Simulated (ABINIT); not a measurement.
BeS:

```
S Be
1.0
     0.00000    2.42500    2.42500
     2.42500    0.00000    2.42500
     2.42500    2.42500    0.00000
S Be
1 1
Cartesian
  3.6375 3.6375 3.6375
  0.0000 0.0000 0.0000
```

Program: ABINIT 10.8.3 (patched build). Alike in all runs: task band structure; no spin polarisation; cell as given; k mesh 9 × 9 × 9; smearing fermi-dirac 0.05 eV.

Q: Order these runs on this cell by their pressure, lowest first.
A. level r2SCAN; potentials or basis JTH PAW PBE v2.0; cutoff (eV) 653; fine-grid cutoff 1251.72 eV
B. level LDA; potentials or basis JTH PAW LDA v2.0; cutoff (eV) 544; fine-grid cutoff 1088.46 eV
C. level PBEsol; potentials or basis JTH PAW PBE v2.0; cutoff (eV) 544; fine-grid cutoff 1088.46 eV

A: B (-3.3 GPa), C (-0.8 GPa), A (1.1 GPa).

Caveats: the PAW data sets were made with another functional, which shifts forces and pressure a little (some runs).

Runs at the PBE level aren't shown here.
